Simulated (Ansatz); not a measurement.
**Zone-centre phonons of InAs: input and output**

Method: Ansatz, DFT PBEsol, scalar-relativistic, plane waves, PAW.

Launched with:
```bash
ansatz run input.yaml --threads 1 --pin off --max-ram 4096MiB --backend cpu --events-out ev --progress --plain --runs-dir out
```

Input (bare energies are in eV):
```yaml
crystal:
  lattice:
    - [0.0, 3.0438898044, 3.0438898044]
    - [3.0438898044, 0.0, 3.0438898044]
    - [3.0438898044, 3.0438898044, 0.0]
  atoms:
    - { symbol: In, position: [0.0, 0.0, 0.0] }
    - { symbol: As, position: [0.25, 0.25, 0.25] }
basis:
  ecutwfc: 420
kpoints:
  mp_grid: { grid: [12, 12, 12] }
hamiltonian:
  xc: pbesol
scf:
  occupations: { method: fermi_dirac, width: 0.15 }
output:
  eigenvalues: true
phonons:
  method: dfpt
  eigenvectors: true
```

Results section of the output:
```
--- Phonons (Γ-DFPT): 2 representative perturbations + reference, on 163 of 1728 k-points (Σ response iterations 6) ---
  k mesh reduced under 8 symmetry operations, with k and −k counted as one. Each operation leaves every solved displacement unchanged or reverses it
  ASR residual: 7.033e-5 → 0.000e0 eV/Å²; symmetrization residual: 4.669e-6 eV/Å²
  ASR residual per site (eV/Å²): 7.03e-5 3.14e-5
  Γ frequencies (cm⁻¹): 0.00 0.00 0.00 208.86 208.86 208.86
  non-analytic LO–TO correction: not included (Born effective charges unavailable; polar crystals: no LO–TO splitting at Γ)
```

It took 42 s on 1 thread of Arm Neoverse V2 (shared host), peak memory 0.78 GiB.

Without a gap, frequencies and elastic constants depend on the k mesh and the smearing, soft modes and shear constants most.

The bands only touch here, so at this level the crystal is a zero-gap semiconductor or semimetal, not an ordinary metal; spin–orbit coupling, left out, can open or move such a gap.